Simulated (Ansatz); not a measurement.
Ge: levels along high-symmetry lines

```yaml
crystal:
  lattice:
    - [0.00000, 2.13932, 2.13932]
    - [2.13932, 0.00000, 2.13932]
    - [2.13932, 2.13932, 0.00000]
  atoms:
    - { symbol: Ge, position: [0.00000, 0.00000, 0.00000] }
```

The cell was built from the fcc type and relaxed in the same program, and has space group Fm-3m; it needn't be a known or the stable phase.

Computed with DFT, PBE, all-electron LAPW, scalar-relativistic (Ansatz 0.2.0).

The runs use a Γ-centred 16×16×16 k mesh, Fermi–Dirac smearing of 0.08 eV, basis error target 1 meV/atom, no spin polarisation.

Points in fractions of the reciprocal vectors of this cell: Γ (0, 0, 0), X (0.5, 0, 0.5), U (0.625, 0.25, 0.625), K (0.375, 0.375, 0.75), L (0.5, 0.5, 0.5), W (0.5, 0.25, 0.75). The path joins them by straight lines in the order Γ–X–U–K–Γ–L–W–X; legs that retrace an earlier one aren't tabulated. Energies are in eV from the Fermi level.

Q: Metal or insulator at this level of theory?

A: No gap opens: metallic or semimetallic.

Q: Tabulate bands 9 to 13, counted from the lowest band of the run, along the path.

A: 
| k (1/Å) | point | band 9 | band 10 | band 11 | band 12 | band 13 |
| --- | --- | --- | --- | --- | --- | --- |
| 0.00 | Γ | -24.77 | -12.95 | 8.55 | 8.55 | 8.55 |
| 0.21 |  | -24.76 | -12.79 | 7.83 | 7.83 | 7.94 |
| 0.42 |  | -24.76 | -12.30 | 6.46 | 6.46 | 6.50 |
| 0.63 |  | -24.75 | -11.47 | 4.62 | 5.12 | 5.12 |
| 0.84 |  | -24.74 | -10.33 | 2.38 | 4.00 | 4.00 |
| 1.05 |  | -24.73 | -8.87 | -0.07 | 3.17 | 3.17 |
| 1.26 |  | -24.72 | -7.14 | -2.49 | 2.67 | 2.67 |
| 1.47 | X | -24.71 | -5.69 | -4.19 | 2.50 | 2.50 |
| 1.54 |  | -24.71 | -5.68 | -4.16 | 2.22 | 2.52 |
| 1.62 |  | -24.71 | -5.66 | -4.10 | 1.55 | 2.58 |
| 1.69 |  | -24.71 | -5.61 | -3.99 | 0.76 | 2.68 |
| 1.77 |  | -24.72 | -5.56 | -3.83 | -0.06 | 2.82 |
| 1.84 |  | -24.72 | -5.53 | -3.64 | -0.82 | 3.01 |
| 1.91 |  | -24.72 | -5.54 | -3.40 | -1.49 | 3.23 |
| 1.99 | U | -24.73 | -5.63 | -3.11 | -2.01 | 3.48 |
| 2.12 |  | -24.72 | -5.75 | -3.01 | -1.98 | 3.06 |
| 2.24 |  | -24.72 | -5.87 | -3.08 | -1.49 | 2.12 |
| 2.37 |  | -24.72 | -5.94 | -3.15 | -0.93 | 1.32 |
| 2.50 |  | -24.72 | -5.94 | -3.15 | -0.93 | 1.32 |
| 2.63 |  | -24.72 | -5.87 | -3.08 | -1.49 | 2.12 |
| 2.76 |  | -24.72 | -5.75 | -3.01 | -1.98 | 3.06 |
| 2.89 | K | -24.73 | -5.63 | -3.11 | -2.01 | 3.48 |
| 3.11 |  | -24.74 | -6.75 | -2.29 | -2.02 | 4.46 |
| 3.33 |  | -24.75 | -8.44 | -1.28 | -0.56 | 5.68 |
| 3.55 |  | -24.74 | -10.02 | 0.35 | 1.23 | 6.99 |
| 3.78 |  | -24.75 | -11.29 | 2.40 | 3.30 | 8.06 |
| 4.00 |  | -24.76 | -12.21 | 4.76 | 5.56 | 8.54 |
| 4.22 |  | -24.77 | -12.77 | 7.17 | 7.63 | 8.58 |
| 4.44 | Γ | -24.77 | -12.95 | 8.55 | 8.55 | 8.55 |
| 4.63 |  | -24.77 | -12.83 | 7.35 | 8.37 | 8.37 |
| 4.81 |  | -24.77 | -12.46 | 4.93 | 7.94 | 7.94 |
| 4.99 |  | -24.76 | -11.84 | 2.34 | 7.48 | 7.48 |
| 5.17 |  | -24.75 | -10.99 | -0.15 | 7.08 | 7.08 |
| 5.35 |  | -24.74 | -9.91 | -2.42 | 6.79 | 6.79 |
| 5.53 |  | -24.73 | -8.70 | -4.36 | 6.62 | 6.62 |
| 5.72 | L | -24.72 | -7.90 | -5.40 | 6.57 | 6.57 |
| 5.86 |  | -24.72 | -7.83 | -5.32 | 5.78 | 6.30 |
| 6.01 |  | -24.72 | -7.60 | -5.06 | 4.20 | 5.48 |
| 6.16 |  | -24.73 | -7.23 | -4.64 | 2.51 | 4.24 |
| 6.31 |  | -24.72 | -6.72 | -4.07 | 0.91 | 2.86 |
| 6.46 |  | -24.72 | -6.11 | -3.35 | -0.50 | 1.50 |
| 6.61 |  | -24.72 | -5.50 | -2.57 | -1.60 | 0.31 |
| 6.75 | W | -24.71 | -5.20 | -2.07 | -2.07 | -0.32 |
| 6.86 |  | -24.71 | -5.23 | -2.62 | -1.45 | -0.22 |
| 6.96 |  | -24.71 | -5.31 | -3.10 | -0.75 | 0.07 |
| 7.07 |  | -24.71 | -5.42 | -3.49 | 0.00 | 0.52 |
| 7.17 |  | -24.71 | -5.52 | -3.79 | 0.79 | 1.09 |
| 7.28 |  | -24.71 | -5.62 | -4.01 | 1.56 | 1.71 |
| 7.38 |  | -24.71 | -5.67 | -4.14 | 2.22 | 2.26 |
| 7.49 | X | -24.71 | -5.69 | -4.19 | 2.50 | 2.50 |
